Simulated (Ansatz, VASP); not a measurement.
**Two plane-wave programs on Hf7S**

The input INCAR:

```
PREC = Accurate
ENCUT = 600
EDIFF = 1E-6
ISMEAR = 0
SIGMA = 0.1
LREAL = False
LASPH = True
NELM = 60
ALGO = Fast
ISIF = 3
LWAVE = False
LCHARG = False
GGA = PE
IBRION = 2
NSW = 100
EDIFFG = -0.01
```

The input KPOINTS:

```
regular mesh
0
Gamma
  8 8 8
```

File POSCAR:

```
Hf7S
1.0
    0.0000000000      4.3908687755      4.3908687755
    4.3908687755      0.0000000000      4.3908687755
    4.3908687755      4.3908687755      0.0000000000
Hf S
7 1
Direct
    0.5000000000      0.5000000000      0.5000000000
    0.0000000000      0.5000000000      0.0000000000
    0.5000000000      0.0000000000      0.0000000000
    0.0000000000      0.5000000000      0.5000000000
    0.5000000000      0.0000000000      0.5000000000
    0.0000000000      0.0000000000      0.5000000000
    0.5000000000      0.5000000000      0.0000000000
    0.0000000000      0.0000000000      0.0000000000
```

Input for Ansatz:

```yaml
crystal:
  lattice:
    - [0.0, 4.3908687755, 4.3908687755]
    - [4.3908687755, 0.0, 4.3908687755]
    - [4.3908687755, 4.3908687755, 0.0]
  atoms:
    - { symbol: Hf, position: [0.5, 0.5, 0.5] }
    - { symbol: Hf, position: [0.0, 0.5, 0.0] }
    - { symbol: Hf, position: [0.5, 0.0, 0.0] }
    - { symbol: Hf, position: [0.0, 0.5, 0.5] }
    - { symbol: Hf, position: [0.5, 0.0, 0.5] }
    - { symbol: Hf, position: [0.0, 0.0, 0.5] }
    - { symbol: Hf, position: [0.5, 0.5, 0.0] }
    - { symbol: S, position: [0.0, 0.0, 0.0] }
basis:
  ecutwfc: 420
kpoints:
  mp_grid: { grid: [8, 8, 8] }
hamiltonian:
  xc: pbe
scf:
  occupations: { method: gaussian, width: 0.1 }
output:
  forces: true
  stress: true
  eigenvalues: true
relax:
  adjacent_minimum: "off"
  f_tol: 0.01
  max_steps: 80
  cell: { stress_tol: 0.05 }
```

Change from the starting cell: species swapped into the SbPt7 type (Fm-3m, No. 225).

Alike in both runs: task relaxation of cell and atoms; functional PBE; k mesh 8 × 8 × 8; occupations gaussian, width 0.1 eV; no spin polarisation.

```csv
,VASP,Ansatz
version,VASP 6.6.1,Ansatz 0.2.0
potentials or method,"VASP PAW PBE potentials, release 64 (Hf_pv, S)","scalar-relativistic, plane waves, PAW"
plane-wave cutoff (eV),600,420
valence electrons in the cell,76,188
```

Ansatz gave:

```
gap on the k mesh at the Fermi level, each at its own relaxed structure (eV) : none
relaxed volume (Å³/atom)                                                     : 21.14
relaxed cell length with the largest relative difference (Å)                 : 6.208
```

Task: What did VASP give for the same quantities?

Result: gap on the k mesh at the Fermi level, each at its own relaxed structure (eV): none; relaxed volume (Å³/atom): 21.04; relaxed cell length with the largest relative difference (Å): 6.198.

A gap of «none» marks a metal or a gap that the smearing closes. The two sets of potentials don't hold the same shells in valence.

The runs have no spin-orbit coupling, so splittings on Hf are missing.
